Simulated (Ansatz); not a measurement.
## NiO in Ansatz: the effect of functional

Crystal: NiO.

```
Ni O
1.0
     0.00000    2.24063    2.24063
     2.24063    0.00000    2.24063
     2.24063    2.24063    0.00000
Ni O
1 1
Direct
  0.00000 0.00000 0.00000
  0.75000 0.75000 0.75000
```

The cell was built by a generator and needn't be a form met in nature.

Alike in all runs:

* Program: Ansatz 0.2.0
* Task: band structure
* Potentials or basis: Ansatz PAW
* Cutoff: 420 eV (not typed: the program's choice for these potentials)
* k mesh: 7 × 7 × 7
* Occupations: fermi-dirac, width 0.05 eV
* Spin: collinear spin, ferromagnetic start
* Starting moments: [1.0, 0.0] μB

```tsv
functional	pressure (GPa)	moment (μB)
LDA	-15.2	1.71
PBEsol	-8.3	1.83
RPBE	5.2	1.95
revPBE	?	?
BLYP	5.5	1.88
```

Q: What does the run with functional revPBE give?

A: Pressure 3.7 GPa; moment 1.93 μB.

Caveats: a cell with one magnetic atom can't hold antiferromagnetic order, which such compounds often take; the PAW data sets come from PBE, with cores solved anew for the run's functional, which leaves a small shift of forces and pressure.

Runs at the PBE level aren't shown here.
